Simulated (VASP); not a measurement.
Runs of VASP 6.6.1 on C. The cell holds a slab with vacuum, 4 atoms: a = 2.466 Å, b = 2.466 Å, c = 21.429 Å, α = 90.00°, β = 90.00°, γ = 120.00°. 

| task | level | cell | k mesh | cutoff (eV) | dipole correction | grid for exact exchange (PRECFOCK) | screening parameter | exchange at q = 0 | gap on the mesh (eV) | largest force (eV/Å) |
| --- | --- | --- | --- | --- | --- | --- | --- | --- | --- | --- |
| band structure | PBE+D3(BJ) | P-3m1, 28.21 Å³/atom | 9 × 9 × 1 | 520 | yes | - | - | - | - | 0.01 |
| band structure | HSE06 | P-3m1, 28.21 Å³/atom | 9 × 9 × 1 | 520 | yes | Fast | 0.2 1/A | - | 0.09 | 0.04 |
| relaxation of cell and atoms | PBE+D3(BJ) | relaxed | 15 × 15 × 1 | 600 | - | - | - | - | (a) | - |
| band structure | PBE0 | P-3m1, 28.21 Å³/atom | 9 × 9 × 1 | 520 | yes | Fast | - | truncated | 0.62 | 0.04 |

Alike in all rows: potentials or basis VASP PAW PBE potentials, release 64 (C); no spin polarisation; smearing gaussian 0.03 eV.

Q: Estimate the missing entries.

A: (a) 0.00.

Caveats: the PAW data sets were made with another functional, which shifts forces and pressure a little (some runs).

A k mesh can miss the band edges.
